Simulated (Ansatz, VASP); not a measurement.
One calculation of In, two programs

Contents of INCAR:

```
PREC = Accurate
ENCUT = 520
EDIFF = 1E-6
ISMEAR = 1
SIGMA = 0.2
LREAL = F
LASPH = T
NELM = 60
ALGO = Normal
ISIF = 2
LWAVE = F
LCHARG = T
GGA = CA
LELF = T
LVHAR = T
NBANDS = 12
```

File KPOINTS:

```
regular mesh
0
Gamma
  9 9 9
```

The input POSCAR:

```
In
1.0
   -1.8825250000      1.8825250000      1.8825250000
    1.8825250000     -1.8825250000      1.8825250000
    1.8825250000      1.8825250000     -1.8825250000
In
1
Direct
    0.0000000000      0.0000000000      0.0000000000
```

Input for Ansatz:

```yaml
crystal:
  lattice:
    - [-1.882525, 1.882525, 1.882525]
    - [1.882525, -1.882525, 1.882525]
    - [1.882525, 1.882525, -1.882525]
  atoms:
    - { symbol: In, position: [0.0, 0.0, 0.0] }
kpoints:
  mp_grid:
    grid: [9, 9, 9]
    shift: [0.0, 0.0, 0.0]
hamiltonian:
  xc: lda
scf:
  self_checks: low
  occupations:
    method: cold
    width: 0.2
output:
  stress: true
```

This isn't the form of In at room conditions, which is tetragonal.

Alike in both runs: task single point; functional LDA; k mesh 9 × 9 × 9; no spin polarisation.

```csv
,VASP,Ansatz
version,VASP 6.6.1,Ansatz 0.2.0
potentials or method,"VASP PAW LDA potentials, release 64 (In_d)","plane waves, PAW"
plane-wave cutoff (eV),520,420
occupations,"methfessel-paxton of order 1, width 0.2 eV","cold, width 0.2 eV"
valence electrons in the cell,13,13
```

|  | VASP | Ansatz | Ansatz less VASP |
| --- | --- | --- | --- |
| pressure (GPa) | -2.5 | -2.6 | -0.06 |
